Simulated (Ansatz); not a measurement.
# Cu15O8: the cost of one run

Method: DFT, PBE, plane-wave PAW, default files, scalar-relativistic, as far as a step names no other, in Ansatz 0.2.0.

The COD entry's cell or inner coordinates are ideal or old and differ from later refinements, so a difference from it is no clean test against experiment.

1 further run of the same task is left out (it didn't finish).

**1. The structure to begin with**

The structure is monoclinic, space group Cm (No. 8). Conventional cell: a = 8.520 Å, b = 12.049 Å, c = 7.379 Å, α = 90.00°, β = 125.26°, γ = 90.00°. Around Cu (site symmetry m) lie 2 O at 1.84 Å. Cu (site symmetry 1) is surrounded by 2 O at 1.84 Å. Cu (site symmetry 1) is surrounded by 2 O at 1.84 to 1.92 Å. Cu (site symmetry m) is surrounded by 2 O at 1.78 to 1.84 Å. Only part of the 15 independent sites is listed.

As a file:

```
Cu O
1.0
    -4.26000    4.26000    4.26000
     4.26000   -4.26000    4.26000
     4.26000    4.26000   -4.26000
Cu O
15 8
Direct
  0.75000 0.75000 0.25000
  0.75000 0.25000 0.75000
  0.25000 0.75000 0.75000
  0.75000 0.50000 0.50000
  0.25000 0.00000 0.50000
  0.25000 0.50000 0.00000
  0.75000 0.00000 0.00000
  0.50000 0.50000 0.75000
  0.00000 0.00000 0.75000
  0.00000 0.50000 0.25000
  0.50000 0.00000 0.25000
  0.50000 0.75000 0.50000
  0.00000 0.25000 0.50000
  0.00000 0.75000 0.00000
  0.50000 0.25000 0.00000
  0.01408 0.01408 0.00000
  0.50000 0.50000 0.00000
  0.50000 0.00000 0.50000
  0.00000 0.50000 0.50000
  0.50000 0.50000 0.50000
  0.00000 0.00000 0.50000
  0.00000 0.50000 0.00000
  0.50000 0.00000 0.00000
```

The vacant site is at (0.250, 0.250, 0.250) in fractional coordinates of the input's cell.

**2. Relaxation of the positions**

input.yaml reads:

```yaml
crystal:
  lattice:
    - [-4.26, 4.26, 4.26]
    - [4.26, -4.26, 4.26]
    - [4.26, 4.26, -4.26]
  atoms:
    - { symbol: Cu, position: [0.75, 0.75, 0.25] }
    - { symbol: Cu, position: [0.75, 0.25, 0.75] }
    - { symbol: Cu, position: [0.25, 0.75, 0.75] }
    - { symbol: Cu, position: [0.75, 0.5, 0.5] }
    - { symbol: Cu, position: [0.25, 0.0, 0.5] }
    - { symbol: Cu, position: [0.25, 0.5, 0.0] }
    - { symbol: Cu, position: [0.75, 0.0, 0.0] }
    - { symbol: Cu, position: [0.5, 0.5, 0.75] }
    - { symbol: Cu, position: [0.0, 0.0, 0.75] }
    - { symbol: Cu, position: [0.0, 0.5, 0.25] }
    - { symbol: Cu, position: [0.5, 0.0, 0.25] }
    - { symbol: Cu, position: [0.5, 0.75, 0.5] }
    - { symbol: Cu, position: [0.0, 0.25, 0.5] }
    - { symbol: Cu, position: [0.0, 0.75, 0.0] }
    - { symbol: Cu, position: [0.5, 0.25, 0.0] }
    - { symbol: O, position: [0.014084507, 0.014084507, 0.0], spin: 0.5 }
    - { symbol: O, position: [0.5, 0.5, 0.0] }
    - { symbol: O, position: [0.5, 0.0, 0.5] }
    - { symbol: O, position: [0.0, 0.5, 0.5] }
    - { symbol: O, position: [0.5, 0.5, 0.5], spin: 0.5 }
    - { symbol: O, position: [0.0, 0.0, 0.5] }
    - { symbol: O, position: [0.0, 0.5, 0.0] }
    - { symbol: O, position: [0.5, 0.0, 0.0] }
magnetization:
  spin_polarized: true
kpoints:
  mp_grid: { grid: [3, 3, 3] }
scf:
  occupations: { method: fermi_dirac, width: 0.01 }
hamiltonian:
  xc: pbe
  pseudopotentials: { kind: paw }
output:
  forces: true
  stress: true
  populations: true
  efg:
    quadrupole_moments_barn: { Cu: -0.22, O: -0.02558 }
    contact_densities: true
  write_density: true
  write_potential: true
  elf: true
  volumetric_format: npy
relax:
  f_tol: 0.03
  max_steps: 40
```

Command:

```console
> ansatz run input.yaml --threads 4 --pin off --max-ram 10240MiB --backend cpu --events-out ev --progress --plain --runs-dir out
```

**Question.** How long does this run take on 4 threads of Arm Neoverse V2, shared host, and how much memory does it need?

About 6.1 min, with a peak of 2.3 GiB.
